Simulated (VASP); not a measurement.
# TiTe2 (series) (P-3m1) in VASP: notebook, part 2 of 2

VASP 6.6.1.

### 3 Single point, PBE+D3(BJ) (cutoff)

INCAR

```
SYSTEM = TiTe2
PREC = Accurate
ENCUT = 520
EDIFF = 1E-6
ISMEAR = 0
SIGMA = 0.1
LREAL = .False.
LASPH = .True.
NELM = 100
ALGO = Fast
ISIF = 2
LWAVE = .False.
LCHARG = .True.
GGA = PE
IVDW = 12
LELF = .True.
LVHAR = .True.
NBANDS = 19
```

KPOINTS

```
Automatic mesh
0
Gamma
  12 12 6
  0 0 0
```

POSCAR

```
TiTe2
1.0
    3.7770000000      0.0000000000      0.0000000000
   -1.8885000000      3.2709779501      0.0000000000
    0.0000000000      0.0000000000      6.4980000000
Ti Te
1 2
Direct
    0.0000000000      0.0000000000      0.0000000000
    0.6666666667      0.3333333333      0.2628000000
    0.3333333333      0.6666666667      0.7372000000
```

Potentials or basis: VASP PAW PBE potentials, release 64 (Ti_sv, Te).

Run with:

```bash
> cat potpaw_PBE.64/Ti_sv/POTCAR potpaw_PBE.64/Te/POTCAR > POTCAR
> mpirun -np 1 vasp_std > vasp.out
```

OUTCAR:

```text
SYSTEM = TiTe2
   PREC = Accurate
   ENCUT = 520
   EDIFF = 1E-6
   ISMEAR = 0
   LREAL = .False.
   LASPH = .True.
   NELM = 100
   ISIF = 2
   GGA = PE
   IVDW = 12
 IVDW          = 12

 ion  position               nearest neighbor table
   1  0.000  0.000  0.000-   2 2.77   3 2.77   2 2.77   3 2.77   2 2.77   3 2.77
   2  0.667  0.333  0.263-   1 2.77   1 2.77   1 2.77
   3  0.333  0.667  0.737-   1 2.77   1 2.77   1 2.77

  LATTYP: Found a hexagonal cell.
 ALAT       =     3.7770000000
 C/A-ratio  =     1.7204130262

  Lattice vectors:

 A1 = (   3.7770000000,   0.0000000000,   0.0000000000)
 A2 = (  -1.8885000000,   3.2709779501,   0.0000000000)
 A3 = (   0.0000000000,   0.0000000000,   6.4980000000)

Analysis of symmetry for initial positions (statically):
=====================================================================
 Subroutine PRICEL returns:
 Original cell was already a primitive cell.

 Routine SETGRP: Setting up the symmetry group for a
 hexagonal supercell.

 Subroutine GETGRP returns: Found 12 space group operations
 (whereof 12 operations were pure point group operations)
 out of a pool of 24 trial point group operations.

The static configuration has the point symmetry D_3d.

Analysis of symmetry for dynamics (positions and initial velocities):
=====================================================================
 Subroutine PRICEL returns:
 Original cell was already a primitive cell.

 Routine SETGRP: Setting up the symmetry group for a
 hexagonal supercell.

 Subroutine GETGRP returns: Found 12 space group operations
 (whereof 12 operations were pure point group operations)
 out of a pool of 24 trial point group operations.

The dynamic configuration has the point symmetry D_3d.

 Subroutine INISYM returns: Found 12 space group operations
 (whereof 12 operations are pure point group operations),
 and found     1 'primitive' translations

----------------------------------------------------------------------------------------

                                     Primitive cell

  volume of cell :      80.2794

  direct lattice vectors                    reciprocal lattice vectors
     3.777000000  0.000000000  0.000000000     0.264760392  0.152859484  0.000000000
    -1.888500000  3.270977950  0.000000000     0.000000000  0.305718967  0.000000000
     0.000000000  0.000000000  6.498000000     0.000000000  0.000000000  0.153893506

  length of vectors
     3.777000000  3.777000000  6.498000000     0.305718967  0.305718967  0.153893506

  position of ions in fractional coordinates (direct lattice)
     0.000000000  0.000000000  0.000000000
     0.666666667  0.333333333  0.262800000
     0.333333333  0.666666667  0.737200000

  ion indices of the primitive-cell ions
   primitive index   ion index
                 1           1
                 2           2
                 3           3

----------------------------------------------------------------------------------------

 KPOINTS: Automatic mesh

Automatic generation of k-mesh.
 Grid dimensions read from file:
 generate k-points for:   12   12    6

 Generating k-lattice:

  Cartesian coordinates                     Fractional coordinates (reciprocal lattice)
     0.022063366  0.012738290  0.000000000     0.083333333 -0.000000000  0.000000000
     0.000000000  0.025476581  0.000000000     0.000000000  0.083333333  0.000000000
     0.000000000  0.000000000  0.025648918     0.000000000  0.000000000  0.166666667

  Length of vectors
     0.025476581  0.025476581  0.025648918

  Shift w.r.t. Gamma in fractional coordinates (k-lattice)
     0.000000000  0.000000000  0.000000000

 Subroutine IBZKPT returns following result:
 ===========================================

 Found    100 irreducible k-points:

 Following reciprocal coordinates:
            Coordinates               Weight
  0.000000  0.000000  0.000000      1.000000
  0.083333  0.000000  0.000000      6.000000
  0.166667  0.000000  0.000000      6.000000
  0.250000  0.000000  0.000000      6.000000
  0.333333  0.000000  0.000000      6.000000
  0.416667  0.000000  0.000000      6.000000
[... 16 lines left out ...]
  0.166667  0.000000  0.166667      6.000000
  0.000000  0.166667  0.166667      6.000000
 [... further k-points ...]
   k-points           NKPTS =    100   k-points in BZ     NKDIM =    100   number of bands    NBANDS=     19
   number of dos      NEDOS =    301   number of ions     NIONS =      3
   total plane-waves  NPLWV =  37632
   dimension x,y,z NGX =    28 NGY =   28 NGZ =   48
   dimension x,y,z NGXF=    56 NGYF=   56 NGZF=   96
   ions per type =               1   2
   NGX,Y,Z   is equivalent  to a cutoff of  12.32, 12.32, 12.28 a.u.
   NGXF,Y,Z  is equivalent  to a cutoff of  24.65, 24.65, 24.56 a.u.
 SYSTEM =  TiTe2
   PREC   = accura    normal or accurate (medium, high low for compatibility)
   ISTART =      0    job   : 0-new  1-cont  2-samecut
   ICHARG =      2    charge: 1-file 2-atom 10-const
   ISPIN  =      1    spin polarized calculation?
   LNONCOLLINEAR =      F non collinear calculations
   LSORBIT =      F    spin-orbit coupling
   LASPH  =      T    aspherical Exc in radial PAW
   ENCUT  =  520.0 eV  38.22 Ry    6.18 a.u.   7.02  7.02 12.08*2*pi/ulx,y,z
   NELM   =    100;   NELMIN=  2; NELMDL= -5     # of ELM steps
   EDIFF  = 0.1E-05   stopping-criterion for ELM
   LREAL  =      F    real-space projection
   EDIFFG = 0.1E-04   stopping-criterion for IOM
   NSW    =      0    number of steps for IOM
   IBRION =     -1    ionic relax: 0-MD 1-quasi-New 2-CG
   NFREE  =      0    steps in history (QN), initial steepest desc. (CG)
   ISIF   =      2    stress and relaxation
   ISYM   =      2    0-nonsym 1-usesym 2-fastsym
   POTIM  = 0.5000    time-step for ionic-motion
   TEBEG  =    0.0;   TEEND  =   0.0 temperature during run
   PSTRESS=    0.0 pullay stress
   NELECT =      24.0000    total number of electrons
   NUPDOWN=      -1.0000    fix difference up-down
   EMIN   =  10.00;   EMAX   =-10.00  energy-range for DOS
   EFERMI =   0.00;   METHOD = LEGACY
   ISMEAR =     0;   SIGMA  =   0.10  broadening in eV -4-tet -1-fermi 0-gaus
   EFERMI_NEDOS =   21; number of points for ismear=-14 and -15
   IALGO  =     68    algorithm
   IMIX   =      4    mixing-type and parameters
     AMIX     =   0.40;   BMIX     =  1.00
     AMIX_MAG =   1.60;   BMIX_MAG =  1.00
  volume/ion in A,a.u.               =      26.76       180.58
  Fermi-wavevector in a.u.,A,eV,Ry     =   1.094655  2.068597 16.303438  1.198269
  Thomas-Fermi vector in A             =   2.230964
   LORBIT       =      0    0 simple, 1 ext, 2 COOP (PROOUT), +10 PAW based schemes
   GGA     = PE    functional components
   LHFCALC =     F    Hartree Fock is set to
   AEXX    =    0.0000 exact exchange contribution
   IVDW    =    12    specifies the selected vdW correction
   LEPSILON=     F    determine dielectric tensor
   LRPA    =     F    only Hartree local field effects (RPA)
 non-spin polarized calculation
 RMM-DIIS sequential band-by-band and
 Gauss-broadening in eV      SIGMA  =   0.10
  energy-cutoff  :      520.00
  volume of cell :       80.28
 maximum number of plane-waves:      2181
   NGX = 13   NGY = 13   NGZ = 25

 number of electron      23.9999998 magnetization

 Free energy of the ion-electron system (eV)
  ---------------------------------------------------
  ext. energy  EPLUGINS =         0.00000000
  ---------------------------------------------------
  free energy    TOTEN  =       -16.20883080 eV

  energy without entropy =      -16.20243165  energy(sigma->0) =      -16.20563123

 E-fermi :   6.8487     XC(G=0):  -9.8602

 val. band max:        6.8411051627   @ k =   0.5000   0.0000   0.0000
 cond. band min:       6.8540554566   @ k =   0.0000   0.0833   0.3333
 fundamental gap:      0.0129502938
 Fermi energy:         6.8486559342

 k-point     1 :       0.0000    0.0000    0.0000
  band No.  band energies     occupation
      1     -50.6630      2.00000
      2     -26.9223      2.00000
      3     -26.9223      2.00000
      4     -26.8772      2.00000
      5      -5.5830      2.00000
      6      -4.0802      2.00000
[... 11 lines left out ...]
     18      11.9226      0.00000
     19      12.7617      0.00000
[... 489 lines left out ...]
      3     -26.9247      2.00000
      4     -26.8748      2.00000
      5      -5.2110      2.00000
      6      -4.0574      2.00000
[... 11 lines left out ...]
     18      13.1384      0.00000
     19      13.6651      0.00000

 [... further k-points ...]

------------------------ aborting loop because EDIFF is reached ----------------------------------------

 Edisp (eV)   -1.47475

 E8    (eV) :    -0.6840

  FORCE on cell =-STRESS in cart. coord.  units (eV):
  Direction    XX          YY          ZZ          XY          YZ          ZX
  --------------------------------------------------------------------------------------
  -------------------------------------------------------------------------------------
  Total      -1.17800    -1.17800    -0.71523     0.00000     0.00000     0.00000
  in kB     -23.50995   -23.50995   -14.27412     0.00000     0.00000     0.00000
  external pressure =      -20.43 kB  Pullay stress =        0.00 kB

 VOLUME and BASIS-vectors are now :
 -----------------------------------------------------------------------------
  energy-cutoff  :      520.00
  volume of cell :       80.28
      direct lattice vectors                 reciprocal lattice vectors
     3.777000000  0.000000000  0.000000000     0.264760392  0.152859484  0.000000000
    -1.888500000  3.270977950  0.000000000     0.000000000  0.305718967  0.000000000
     0.000000000  0.000000000  6.498000000     0.000000000  0.000000000  0.153893506

 POSITION                                       TOTAL-FORCE (eV/Angst)
 -----------------------------------------------------------------------------------
      0.00000      0.00000      0.00000        -0.000000      0.000000      0.000000
      1.88850      1.09033      1.70767        -0.000000      0.000000      0.043184
     -0.00000      2.18065      4.79033         0.000000     -0.000000     -0.043184
 -----------------------------------------------------------------------------------
    total drift:                                0.000000     -0.000000     -0.000000

  FREE ENERGIE OF THE ION-ELECTRON SYSTEM (eV)
  ---------------------------------------------------
  free  energy   TOTEN  =       -17.6835825846 eV

  energy  without entropy=      -17.6771834392  energy(sigma->0) =      -17.68038301
```

OSZICAR:

```text
N       E                     dE             d eps       ncg     rms          rms(c)
DAV:   1     0.178036752691E+03    0.17804E+03   -0.10744E+04  3800   0.117E+03
DAV:   2    -0.216272567822E+01   -0.18020E+03   -0.17540E+03  3980   0.298E+02
DAV:   3    -0.178709721148E+02   -0.15708E+02   -0.15362E+02  5882   0.825E+01
[... 18 lines left out ...]
RMM:  22    -0.162088265571E+02    0.14213E-05   -0.59018E-05  5648   0.496E-02    0.189E-02
RMM:  23    -0.162088285798E+02   -0.20227E-05   -0.22188E-05  4720   0.182E-02    0.191E-02
RMM:  24    -0.162088297513E+02   -0.11716E-05   -0.15753E-05  4577   0.181E-02    0.105E-02
RMM:  25    -0.162088303647E+02   -0.61338E-06   -0.11480E-05  4790   0.199E-02    0.345E-03
RMM:  26    -0.162088308002E+02   -0.43549E-06   -0.60713E-06  3565   0.833E-03
   1 F= -.17683583E+02 E0= -.17680383E+02  d E =-.639915E-02
```

stdout:

```text
POSCAR found type information on POSCAR TiTe
 POSCAR found :  2 types and       3 ions
 scaLAPACK will be used
 LDA part: xc-table for (Slater+PW92), standard interpolation
 POSCAR, INCAR and KPOINTS ok, starting setup
 FFT: planning ... GRIDC
 FFT: planning ... GRID_SOFT
 FFT: planning ... GRID
 WAVECAR not read
 entering main loop
WARNING in EDDRMM: call to ZHEGV failed, returncode =   6  3      6
WARNING in EDDRMM: call to ZHEGV failed, returncode =   6  3     17
WARNING in EDDRMM: call to ZHEGV failed, returncode =   6  3     11
```

It took 2.5 min on 1 thread of Intel Xeon Platinum 8488C (Sapphire Rapids), shared host; peak memory 0.3 GiB.

Results:

```yaml
Free_energy: -17.6836 eV
Pressure: -2.0 GPa
Largest_force: 0.043 eV/Å
Band_gap_on_the_k_mesh: none (metal or under the smearing width)
Dispersion_energy_per_atom: -0.492 eV
```

Forces on the atoms (eV/Å):
```
Ti   0.000  0.000  0.000
Te   0.000  0.000  0.043
Te   0.000  0.000 -0.043
```

Stress tensor (GPa, compression positive):
```
-2.35  0.00  0.00
 0.00 -2.35  0.00
 0.00  0.00 -1.43
```

The run has no spin-orbit coupling, so splittings on Te are missing.
